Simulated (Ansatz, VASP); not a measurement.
# WS2: VASP beside Ansatz

One calculation is typed for both programs; each brings its own data sets. How far apart do they land? The cell is taken from a series of runs on this material, whose earlier steps may have relaxed, scaled, displaced or heated it; both programs get it as it stands.

Method: plane waves, with VASP 6.6.1 beside it; relaxation of cell and atoms at PBEsol, in Ansatz 0.2.0.

## 1. Set-up

Symmetry: P-6m2, No. 187, hexagonal system. The conventional cell has a = 3.146 Å, b = 3.146 Å, c = 16.953 Å, α = 90.00°, β = 90.00°, γ = 120.00°. Nearest to W lie 6 S at 2.40 Å. S has 3 W at 2.40 Å nearest. Farther neighbours and most contacts between anions are not listed.

## 2. Ansatz: relaxation of cell and atoms, PBEsol

Ansatz runs on its default PAW (the set named soft_2) files.

The relaxed volume is the usual yardstick between codes: in a stiff, nearly cubic crystal its relative difference is about their pressure difference at one cell divided by the bulk modulus.

File input.yaml:

```yaml
crystal:
  lattice:
    - [3.145776159, 0.0, 0.0]
    - [-1.5728880795, 2.7243220683, 0.0]
    - [0.0, 0.0, 16.9534198357]
  atoms:
    - { symbol: W, position: [0.0, 0.0, 0.0] }
    - { symbol: S, position: [0.3333333333, 0.6666666667, 0.9075761407] }
    - { symbol: S, position: [0.3333333333, 0.6666666667, 0.0924238593] }
kpoints:
  mp_grid: { grid: [12, 12, 2] }
hamiltonian:
  xc: pbesol
scf:
  occupations: { method: fixed }
output:
  forces: true
  stress: true
  eigenvalues: true
relax:
  adjacent_minimum: "off"
  f_tol: 0.001
  max_steps: 60
  cell: { stress_tol: 0.01 }
```

Started as:

```sh
ansatz run input.yaml --threads 2 --pin off --max-ram 5120MiB --backend cpu --events-out ev --progress --plain --runs-dir out
```

Numbers of over 12 decimals in the logs are rounded to 6 here.

Output:

```text
Engine: ansatz 0.2.0, x86_64-unknown-linux-gnu
Pseudopotentials: kind: paw
Pseudopotential: W, paw, valence charge 14, recommended cutoff 420 eV (normal), W.paw.azcp
Pseudopotential: S, paw, valence charge 6, recommended cutoff 420 eV (normal), S.paw.azcp
Functional definition: PBEsol
  exchange = pbesol_x
  correlation = pbesol_c
Crystal: 3 atoms, lattice volume = 145.293 Å³
Basis set: ecut = 420 eV, 2841 PW (Γ), exchange–correlation on 48×48×240 points (8 copies of the dense FFT grid, shifted against one another)
Bands: 17, of which v1, the nominal top of the filled ones, is band 13 counted from 1 (12 counted from 0)
Symmetry: 12 space group operations
Space group: P-6m2 (ITA 187), of the structure as read, at distance tolerance 5.3e-5 Å
k-points: 38 of 288 (time reversal used)
Non-local potential: W, projectors of the file, l = 0: 3, l = 1: 2, l = 2: 2, l = 3: 1
Non-local potential: S, projectors of the file, l = 0: 2, l = 1: 2, l = 2: 2
PAW form: soft (Blöchl's): semilocal exchange-correlation on the pseudo side does not see the compensation charge
PAW frozen core: W, regenerated for the run's functional, and the local potential with it (the file was generated under x = pbe(κ = 0.804, μ = 0.219515), c = pbe(β = 0.066725))
PAW frozen core: S, regenerated for the run's functional, and the local potential with it (the file was generated under x = pbe(κ = 0.804, μ = 0.219515), c = pbe(β = 0.066725))
PAW one-centre angular grid: W, 590 points (default); XC on 64 Gauss nodes
PAW one-centre angular grid: S, 110 points (default); XC on 64 Gauss nodes
Initial density: superposition of atomic densities (neutral atoms: chi_scale 0, normalization atom), corrected by the library's trained network
Initial wavefunctions: pseudopotential atomic-orbital guess
Functional: x = pbesol(κ = 0.804, μ = 0.123457), c = pbesol(β = 0.046)
SCF iter   1: F=—  HF=-12029.064802 eV  |F-HF|=—  |Δ(HF+E_count)|=         —  Δρ=5.82e-3  dr2=1.19e-1  ethr=1.77e-3  ⟨swp⟩=6.3  Hψ=3535  notcnv=0  defer=56
preconditioner: auto → none  [insulator: Δε(μ)=1.917 eV  Ē_g=8.787 eV  n_scr=10 (ndim 8)  ℏωp=13.1 eV  f_vac=0.609  ε∞_Penn≈3.2]
SCF iter   2: F=—  HF=-12029.117775 eV  |F-HF|=—  |Δ(HF+E_count)|=   5.30e-2  Δρ=8.61e-3  dr2=4.12e-1  ethr=4.56e-4  ⟨swp⟩=3.8  Hψ=1651  notcnv=0  defer=73  recentre
SCF iter   3: F=—  HF=-12029.051242 eV  |F-HF|=—  |Δ(HF+E_count)|=   6.65e-2  Δρ=2.03e-3  dr2=3.96e-3  ethr=4.56e-4  ⟨swp⟩=3.0  Hψ=1079  notcnv=0  defer=74
SCF iter   4: F=—  HF=-12029.054511 eV  |F-HF|=—  |Δ(HF+E_count)|=   3.27e-3  Δρ=4.34e-4  dr2=1.22e-4  ethr=1.52e-5  ⟨swp⟩=2.7  Hψ=1318  notcnv=0  defer=76
SCF iter   5: F=—  HF=-12029.054653 eV  |F-HF|=—  |Δ(HF+E_count)|=   1.42e-4  Δρ=1.37e-4  dr2=1.22e-5  ethr=4.69e-7  ⟨swp⟩=2.5  Hψ=1230  notcnv=0  defer=76
SCF iter   6: F=—  HF=-12029.054634 eV  |F-HF|=—  |Δ(HF+E_count)|=   1.85e-5  Δρ=3.02e-5  dr2=2.08e-6  ethr=4.68e-8  ⟨swp⟩=2.6  Hψ=1244  notcnv=0  defer=65
SCF iter   7: F=-12029.054634 eV  HF=-12029.054634 eV  |F-HF|=1.99e-8  |Δ(HF+E_count)|=   5.13e-7  Δρ=6.44e-6  dr2=6.44e-8  ethr=3.85e-10  ⟨swp⟩=9.1  Hψ=4879  notcnv=0
SCF 1 converged in 7 iterations: F = -12029.054634 eV  dr2 = 6.44e-8
  greatest PAW one-centre occupation: 1.000 electrons in one spin orbital (limit 2), on the W atom at site 0 (counted from 0), in its partial waves of l = 0
relax step   1: F+E_penalty+E_count = -12029.05463378 eV  Δ(F+E_penalty+E_count) = +0.000e0 eV  max|allowed force component| = 1.937e-3 eV/Å  Δτ_max = 0.0000 Å  P = -0.006 GPa  Ω = 145.293 Å³  (7 SCF iters, dr2 threshold 1.00e-7 eV, accepted)
[...]
relax step   2: F+E_penalty+E_count = -12029.05463458 eV  Δ(F+E_penalty+E_count) = -8.012e-7 eV  max|allowed force component| = 5.914e-4 eV/Å  Δτ_max = 0.0001 Å  P = +0.001 GPa  Ω = 145.284 Å³  energy of the carried Pulay correction = +5.142e-7 eV  (5 SCF iters, dr2 threshold 2.35e-10 eV, accepted)
[...]
relax step   3: F+E_penalty+E_count = -12029.05463414 eV  Δ(F+E_penalty+E_count) = +4.394e-7 eV  max|allowed force component| = 5.932e-4 eV/Å  Δτ_max = 0.0000 Å  P = +0.001 GPa  Ω = 145.284 Å³  stress off target by 2.05e-3 GPa  SCF on the basis re-selected at this cell (its energy is not comparable with the rows above)  (7 SCF iters)
basis re-selected at this cell: Δ(F+E_penalty+E_count) = +4.394e-7 eV, ΔP = +0.000 GPa vs the last step (what re-selecting the basis moved, of the pressure what is left beyond the Pulay correction that the steps carried, after the strain that the cell walked since its last selection, with what the two solves' SCF thresholds leave and, on support functions, any second-order correction that the steps lacked; it is no m [...]
SCF converged after 7 iterations
Free energy (F): -12029.054634 eV
Harris-Foulkes:  -12029.054634 eV  (|F-HF|=2.18e-11)
Internal energy: -12029.054634 eV  (E = F + TS)
E sigma→0 (E₀):  -12029.054634 eV
Fermi energy:    0.385669 eV
--- Per-component energies (eV) ---
  E_band       = -463.971876
  E_kinetic    = 666.964051
  E_local      = -12644.507195  (includes V_loc(G=0)·N_el)
  E_nonlocal   = 60.300001
  E_hartree    = 6002.782558
  E_xc         = -458.644177
  E_vxc        = -414.871071  (∫ρ·V_xc dr)
  E_paw        = -9604.534849  (= ΣΔE_a)
  E_vpaw       = -137.422712  (= ΣTr[D̂ρ^β])
  E_aug_tail   = -0.000065  (compensation charges beyond the density's cutoff)
  E_ewald      = 3948.239351
  E_core_change = 0.345691  (= ΣΔE_core)
  E_smearing   = -0.000000  (= −TS)
  E_closure    = 0.000000  (closes the sum)
  Σ components = -12029.054634   (vs F -12029.054634, Δ=0.00e0)
--- Forces (eV/Å), atoms counted from 1 ---
  atom   1  W     -0.00000000     0.00000000     0.00000000
  atom   2  S      0.00000000     0.00000000    -0.00059317
  atom   3  S      0.00000000     0.00000000     0.00059317
  max |Σ_I F_I| component: 3.24e-17 eV/Å
--- Stress (GPa, compression-positive) ---
        0.001203       0.000000       0.000000
        0.000000       0.001203       0.000000
        0.000000       0.000000       0.002051
  P = ⅓ Tr σ = 0.0015 GPa (0.015 kbar)
--- Band table (eV; the first three rows and the last of 38) ---
  k-point 0: bands = [... 9 lower, -1.7954, -1.1834, -1.1834, 0.2601, 3.3762, 3.3762, 3.5539, 3.5539]
  k-point 1: bands = [... 9 lower, -1.7954, -1.1834, -1.1834, 0.2601, 3.3762, 3.3762, 3.5539, 3.5539]
  k-point 2: bands = [... 9 lower, -2.1892, -1.3728, -0.9985, 0.2111, 3.2407, 3.2651, 3.4431, 3.6001]
  k-point 37: bands = [... 9 lower, -3.5119, -2.9220, -2.0130, 0.3857, 2.3220, 3.6897, 4.5507, 6.1526]
--- Relaxed structure (2 steps of the walk, 2 accepted, 1 SCFs on fresh bases) ---
  F+E_penalty+E_count = -12029.05463414 eV   max|allowed force component| = 5.932e-4 eV/Å   (the final SCF, on the basis selected at the relaxed cell)
  cell:  # Å, volume = 145.2839 Å³
    - [3.145679, 0.0, 0.0]
    - [-1.572840, 2.724238, 0.0]
    - [0.0, 0.0, 16.953450]
  atoms:
    - { symbol: W, position: [0.0, -2.8783559898885975e-17, 0.0] }
    - { symbol: S, position: [0.333333, 0.666667, 0.907582] }
    - { symbol: S, position: [0.333333, 0.666667, 0.092418] }
```

Reading the cycles: dr2 is the Hartree energy of the density residual (eV), the measure of convergence; HF is the Harris–Foulkes estimate of the energy, which meets the free energy F at convergence.

## 3. VASP: relaxation of cell and atoms, PBEsol

The same cell, functional and mesh now go to VASP, with its own data sets.

Lines of VASP's logs that name or quote its potential files are left out, and so is its time.

File INCAR:

```
SYSTEM = WS2
PREC = Accurate
ENCUT = 600
EDIFF = 1E-07
NELM = 120
ISMEAR = 0
SIGMA = 0.01
LREAL = .FALSE.
ALGO = Normal
GGA = PS
NBANDS = 15
LASPH = .TRUE.
LORBIT = 11
LWAVE = .FALSE.
LCHARG = .FALSE.
ISIF = 3
IBRION = 2
NSW = 80
EDIFFG = -0.005
GGA_COMPAT = .FALSE.
NELMIN = 4
EFERMI = MIDGAP
KPAR = 2
```

File POSCAR:

```
WS2
1.0
    3.1457760000      0.0000000000      0.0000000000
   -1.5728880000      2.7243220000      0.0000000000
    0.0000000000      0.0000000000     16.9534200000
W S
1 2
Direct
    0.0000000000      0.0000000000      0.0000000000
    0.3333333945      0.6666667890      0.9075761115
    0.3333333945      0.6666667890      0.0924238295
```

File KPOINTS:

```
Automatic mesh
0
Gamma
12 12 2
0 0 0
```

Potentials, in the order of the species: W and S (PBE family, release 64).

Started as:

```sh
mpirun -np 2 vasp_std
```

Output:

```text
[banner, memory and clock lines left out]
running    2 mpi-ranks, on    1 nodes
 distrk:  each k-point on    1 cores,    2 groups
 distr:  one band on    1 cores,    1 groups

 POSCAR found type information on POSCAR W S
 POSCAR found :  2 types and       3 ions
|                                                                             |
|               ----> ADVICE to this user running VASP <----                  |
|                                                                             |
|     You enforced a specific xc type in the INCAR file but a different       |
|     [... a line on the potential file left out ...]
|     I HOPE YOU KNOW WHAT YOU ARE DOING!                                     |
|                                                                             |

 LDA part: xc-table for (Slater+PW92), standard interpolation
 POSCAR, INCAR and KPOINTS ok, starting setup
 FFT: planning ... GRIDC
 FFT: planning ... GRID_SOFT
 FFT: planning ... GRID
 WAVECAR not read
 entering main loop
       N       E                     dE             d eps       ncg     rms          rms(c)
DAV:   1     0.123977141317E+03    0.12398E+03   -0.72471E+03  1140   0.104E+03
DAV:   2    -0.132308671895E+02   -0.13721E+03   -0.12816E+03  1774   0.203E+02
DAV:   3    -0.263930389844E+02   -0.13162E+02   -0.12899E+02  1589   0.678E+01
DAV:   4    -0.266509146851E+02   -0.25788E+00   -0.25720E+00  1456   0.112E+01
DAV:   5    -0.266581986401E+02   -0.72840E-02   -0.72809E-02  1646   0.177E+00    0.291E+01
DAV:   6    -0.255336545502E+02    0.11245E+01   -0.29122E+00  1724   0.124E+01    0.127E+01
DAV:   7    -0.253812446376E+02    0.15241E+00   -0.10233E+00  1441   0.795E+00    0.596E+00
DAV:   8    -0.253134812990E+02    0.67763E-01   -0.14883E-01  1490   0.337E+00    0.946E-01
DAV:   9    -0.253118443001E+02    0.16370E-02   -0.26212E-02  1609   0.112E+00    0.471E-01
DAV:  10    -0.253101697901E+02    0.16745E-02   -0.75641E-03  1511   0.612E-01    0.198E-01
DAV:  11    -0.253101319994E+02    0.37791E-04   -0.60224E-04  1525   0.200E-01    0.687E-02
DAV:  12    -0.253099167625E+02    0.21524E-03   -0.30386E-04  1490   0.110E-01    0.459E-02
DAV:  13    -0.253098703007E+02    0.46462E-04   -0.60101E-05  1476   0.456E-02    0.226E-02
DAV:  14    -0.253099421623E+02   -0.71862E-04   -0.36653E-05  1294   0.325E-02    0.331E-02
DAV:  15    -0.253099699361E+02   -0.27774E-04   -0.94535E-06  1441   0.177E-02    0.636E-03
DAV:  16    -0.253100420762E+02   -0.72140E-04   -0.12484E-05  1476   0.136E-02    0.992E-03
DAV:  17    -0.253100646711E+02   -0.22595E-04   -0.64219E-07  1585   0.497E-03    0.278E-03
DAV:  18    -0.253101183866E+02   -0.53715E-04   -0.42476E-06  1287   0.647E-03    0.114E-03
DAV:  19    -0.253101243519E+02   -0.59653E-05   -0.21622E-07  1383   0.197E-03    0.120E-03
DAV:  20    -0.253101327054E+02   -0.83535E-05   -0.76393E-07  1264   0.239E-03    0.637E-04
DAV:  21    -0.253101332420E+02   -0.53662E-06   -0.21635E-08  1235   0.630E-04    0.274E-04
DAV:  22    -0.253101335095E+02   -0.26754E-06   -0.93756E-09   962   0.296E-04    0.998E-05
DAV:  23    -0.253101335579E+02   -0.48389E-07   -0.13933E-09  1144   0.132E-04
   1 F= -.25310134E+02 E0= -.25310134E+02  d E =-.253101E+02
[...]
2 F= -.25309741E+02 E0= -.25309741E+02  d E =0.392867E-03
[...]
3 F= -.25310263E+02 E0= -.25310263E+02  d E =-.129906E-03
[...]
4 F= -.25310264E+02 E0= -.25310264E+02  d E =-.129943E-03
 curvature:  -0.16 expect dE=-0.119E-04 dE for cont linesearch -0.270E-10
 trial: gam= 0.09427 g(F)=  0.271E-04 g(S)=  0.456E-04 ort = 0.355E-06 (trialstep = 0.866E+00)
 search vector abs. value=  0.795E-04
 bond charge predicted
       N       E                     dE             d eps       ncg     rms          rms(c)
DAV:   1    -0.253103555727E+02   -0.92055E-04   -0.30065E-03  1273   0.344E-01    0.419E-02
DAV:   2    -0.253103033934E+02    0.52179E-04   -0.15864E-04  1385   0.101E-01    0.283E-02
DAV:   3    -0.253102949326E+02    0.84607E-05   -0.31723E-05  1455   0.422E-02    0.118E-02
DAV:   4    -0.253102886009E+02    0.63317E-05   -0.95533E-06  1546   0.177E-02    0.793E-03
DAV:   5    -0.253102873522E+02    0.12488E-05   -0.10983E-06  1567   0.730E-03    0.490E-03
DAV:   6    -0.253102863250E+02    0.10272E-05   -0.81707E-07  1511   0.547E-03    0.160E-03
DAV:   7    -0.253102863633E+02   -0.38338E-07   -0.19053E-07  1385   0.230E-03
   5 F= -.25310286E+02 E0= -.25310286E+02  d E =-.228620E-04
 trial-energy change:   -0.000023  1 .order   -0.000026   -0.000063    0.000012
 step:   0.7012(harm=  0.7315)  dis= 0.00050  next Energy=   -25.310287 (dE=-0.240E-04)
 reached required accuracy - stopping structural energy minimisation
```

OUTCAR, selected parts (step 3):

```text
ion  position               nearest neighbor table
   1  0.000  0.000  0.000-   3 2.40   3 2.40   3 2.40   2 2.40   2 2.40   2 2.40
   2  0.333  0.667  0.908-   1 2.40   1 2.40   1 2.40
   3  0.333  0.667  0.092-   1 2.40   1 2.40   1 2.40

  LATTYP: Found a hexagonal cell.
 ALAT       =     3.1457760000
 C/A-ratio  =     5.3892648428

 Subroutine GETGRP returns: Found 12 space group operations
 (whereof 12 operations were pure point group operations)

The static configuration has the point symmetry D_3h.

 Found     38 irreducible k-points:

   k-points           NKPTS =     38   k-points in BZ     NKDIM =     38   number of bands    NBANDS=     15

   dimension x,y,z NGX =    28 NGY =   28 NGZ =  140
   dimension x,y,z NGXF=    56 NGYF=   56 NGZF=  280

   ENCUT  =  600.0 eV  44.10 Ry    6.64 a.u.   6.28  6.28 33.86*2*pi/ulx,y,z

   NELECT =      18.0000    total number of electrons

 k-points in reciprocal lattice and weights: Automatic mesh
   0.00000000  0.00000000  0.00000000       0.003
   0.08333333  0.00000000  0.00000000       0.021
   0.16666667  0.00000000  0.00000000       0.021
   0.25000000 -0.00000000  0.00000000       0.021
   0.33333333  0.00000000  0.00000000       0.021
   0.41666667 -0.00000000  0.00000000       0.021
   0.50000000 -0.00000000  0.00000000       0.010
   0.08333333  0.08333333  0.00000000       0.021
   0.16666667  0.08333333  0.00000000       0.042
[...]
0.33333333  0.25000000  0.50000000       0.042
   0.33333333  0.33333333  0.50000000       0.007

 average (electrostatic) potential at core
       1 -46.8073       2 -92.9624       3 -92.9624

 E-fermi :  -0.5647

 k-point     1 :       0.0000    0.0000    0.0000
  band No.  band energies     occupation
    ...
      5      -4.3902      2.00000
      6      -3.7345      2.00000
      7      -3.0957      2.00000
      8      -3.0957      2.00000
      9      -1.6961      2.00000
     10       1.4683      0.00000
     11       1.4684      0.00000
     12       1.6370      0.00000
     13       1.6370      0.00000
     14       3.5584      0.00000
    ...

 k-point     2 :       0.0833    0.0000    0.0000
  band No.  band energies     occupation
    ...
      5      -4.2700      2.00000
      6      -4.1193      2.00000
      7      -3.2863      2.00000
      8      -2.9225      2.00000
      9      -1.7439      2.00000
     10       1.3212      0.00000
     11       1.3552      0.00000
     12       1.5256      0.00000
     13       1.6905      0.00000
     14       3.8041      0.00000
    ...

 k-point     3 :       0.1667    0.0000    0.0000
  band No.  band energies     occupation
    ...
      5      -4.7804      2.00000
      6      -3.9385      2.00000
      7      -3.7286      2.00000
      8      -2.9359      2.00000
      9      -1.9860      2.00000
     10       0.8558      0.00000
     11       1.2852      0.00000
     12       1.3572      0.00000
     13       2.1953      0.00000
     14       4.2627      0.00000
    ...

  Total        0.0044573      0.0044573     -0.0096807      0.0000000      0.0000000      0.0000000
  in kB        0.0492638      0.0492638     -0.1069946      0.0000000      0.0000000      0.0000000
  external PRESSURE =      -0.0028224 kB  Pullay stress =       0.0000000 kB

  energy-cutoff  :      600.00
  volume of cell :      144.96
      direct lattice vectors                 reciprocal lattice vectors
     3.141998755  0.000000000  0.000000000     0.318268745  0.183752541  0.000000000
    -1.570999377  2.721050809 -0.000000000    -0.000000000  0.367505082  0.000000000
    -0.000000000 -0.000000000 16.955515634    -0.000000000  0.000000000  0.058977858

 POSITION                                       TOTAL-FORCE (eV/Angst)
 -----------------------------------------------------------------------------------
     -0.00000      0.00000      0.00000        -0.000000      0.000000      0.000000
      0.00000      1.81403     15.38815        -0.000000     -0.000000      0.001882
      0.00000      1.81403      1.56736         0.000000     -0.000000     -0.001882
 -----------------------------------------------------------------------------------
    total drift:                               -0.000000     -0.000354      0.000775

  FREE ENERGIE OF THE ION-ELECTRON SYSTEM (eV)
  ---------------------------------------------------
  free  energy   TOTEN  =       -25.3102863633 eV

  energy  without entropy=      -25.3102863633  energy(sigma->0) =      -25.31028636

 reached required accuracy - stopping structural energy minimisation

 total charge
# of ion       s       p       d       tot
------------------------------------------
    1        0.570   0.733   4.316   5.619
    2        1.353   2.350   0.000   3.703
    3        1.353   2.350   0.000   3.703
--------------------------------------------------
tot          3.275   5.433   4.316  13.024

[... 3 further parts left out ...]
```

CONTCAR:

```
WS2
   1.00000000000000
     3.1419987545100092    0.0000000000000000    0.0000000000000000
    -1.5709993772550046    2.7210508091995047   -0.0000000000000000
    -0.0000000000000000   -0.0000000000000000   16.9555156338011095
  W               S
     1     2
Direct
     0.0000000000000000    0.0000000000000000    0.0000000000000000
     0.3333333945000021    0.6666667889999971    0.9075601790751021
     0.3333333945000021    0.6666667889999971    0.0924397619248965
```

The run keeps the 12 symmetry operations of its start, so it cannot find a distortion of lower symmetry.

## 4. Comparison

Known differences besides the potentials themselves: fixed occupations in Ansatz, narrow Gaussian smearing in VASP; the data sets hold 26 valence electrons in Ansatz (on its default PAW (the set named soft_2) files) and 18 in VASP; the cutoff is 420 eV in Ansatz and 600 eV in VASP; Ansatz makes its cores anew for this functional, VASP keeps those of its PBE data sets; Ansatz adds a Pulay correction to the stress that steers its cell, VASP none. Total energies have different zeros and are not compared.

The two programs side by side:

| quantity | Ansatz | VASP | difference |
| --- | --- | --- | --- |
| volume (Å³) | 145.28 | 144.96 | +0.22 % |
| edge a after relaxation, in the typed setting (Å) | 3.146 | 3.142 | +0.12 % |
| edge c after relaxation, in the typed setting (Å) | 16.953 | 16.956 | -0.01 % |

## 5. Summary of results

| Quantity | Value |
| --- | --- |
| difference in volume (relaxation of cell and atoms, PBEsol) | 0.22 % |

**Reading.** The difference in volume is 0.22 % (relaxation of cell and atoms, PBEsol), within the 1.2 % picked in this series as the mark of a large difference, as far as the stopping tolerances let one tell. The data sets hold unlike numbers of valence electrons (26 in Ansatz and 18 in VASP), so part of the differences comes from the potentials. 1 further run of this series is not shown here. How closely two codes agree says nothing of how well the functional describes the real material.

[Lines on the potential files, build, host, timing and source positions are cut from VASP's logs without a mark.]

[Logs are printed without paths, hosts, clocks, repeated set-up lines and the standing remarks that a program may print on its own settings, such as how far it seeks lower states.]

[Hosts, paths, dates, database ids (printed as entryN), source tags and the programs' standing remarks are cut or masked in the printed files.]
